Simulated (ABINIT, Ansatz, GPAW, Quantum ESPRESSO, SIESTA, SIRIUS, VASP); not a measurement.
**Bi2Se3: programs and potentials compared**

```
Bi Se
1.0
     2.07150    1.19598    9.54533
    -2.07150    1.19598    9.54533
     0.00000   -2.39196    9.54533
Bi Se
2 3
Direct
  0.59920 0.59920 0.59920
  0.40080 0.40080 0.40080
  0.78830 0.78830 0.78830
  0.21170 0.21170 0.21170
  0.00000 0.00000 0.00000
```

Alike in all runs: task single point; functional PBE; k mesh 8 × 8 × 8; occupations fermi-dirac, width 0.05 eV; no spin polarisation; no spin-orbit coupling. Pressure is positive in compression and, in plane waves, holds the error of the finite cutoff, which Ansatz's Pulay term estimates and takes out.

| program and potentials | plane-wave cutoff (eV) | notes | pressure (GPa) | largest force (eV/Å) |
| --- | --- | --- | --- | --- |
| SIESTA, files PseudoDojo sr-pbe-0.4.1-standard, DZP (energy shift 0.003 Ry; two zetas on semicore shells) | - | atomic basis; 15.6 valence electrons an atom on average | 4.27 | 0.484 |
| Quantum ESPRESSO, SSSP 1.3 efficiency PBE | 748 | 9.6 valence electrons an atom on average | 2.44 | 0.167 |
| Ansatz, Ansatz PAW (earlier soft set) | 420 | 15.6 valence electrons an atom on average | 2.54 | 0.158 |
| SIRIUS, PseudoDojo 0.4.1 PBE standard (scalar relativistic) | 1177 | 15.6 valence electrons an atom on average | 2.62 | 0.185 |
| Ansatz, all-electron LAPW, scalar-relativistic | - | - | 2.56 | 0.160 |
| GPAW, GPAW PAW data sets (gpaw-data 1.2.1) | 600 | 9.6 valence electrons an atom on average | 2.48 | 0.168 |
| ABINIT, JTH PAW PBE v2.0 | 599 | 9.6 valence electrons an atom on average | 2.50 | 0.162 |
| VASP, PBE PAW files Bi_d, Se, 520 eV | 520 | 9.6 valence electrons an atom on average | 2.57 | 0.172 |

Force on atom 3 (Se), eV/Å:

```
                                                                                   program and potentials      x      y      z
SIESTA, files PseudoDojo sr-pbe-0.4.1-standard, DZP (energy shift 0.003 Ry; two zetas on semicore shells)  0.000  0.000  0.484
                                                                Quantum ESPRESSO, SSSP 1.3 efficiency PBE  0.000  0.000  0.163
                                                                    Ansatz, Ansatz PAW (earlier soft set)  0.000  0.000  0.158
                                              SIRIUS, PseudoDojo 0.4.1 PBE standard (scalar relativistic)  0.000  0.000  0.185
                                                           Ansatz, all-electron LAPW, scalar-relativistic  0.000  0.000  0.160
                                                               GPAW, GPAW PAW data sets (gpaw-data 1.2.1)  0.000  0.000  0.162
                                                                                 ABINIT, JTH PAW PBE v2.0  0.000  0.000  0.161
                                                                     VASP, PBE PAW files Bi_d, Se, 520 eV  0.000  0.000  0.172
```

The pressure spans 2.44 (Quantum ESPRESSO, SSSP 1.3 efficiency PBE) to 4.27 GPa (SIESTA, files PseudoDojo sr-pbe-0.4.1-standard, DZP (energy shift 0.003 Ry; two zetas on semicore shells)), with all-electron results at 2.56. The pressure on the cell as given of SIESTA, files PseudoDojo sr-pbe-0.4.1-standard, DZP (energy shift 0.003 Ry; two zetas on semicore shells) lies far from the others; the cause wasn't traced. Rows in atomic bases carry the error of their basis and grid, which can be large.

The functional is the same throughout but for its coding, so the spread measures potentials, basis and numerics; runs on potential files found faulty are left out.
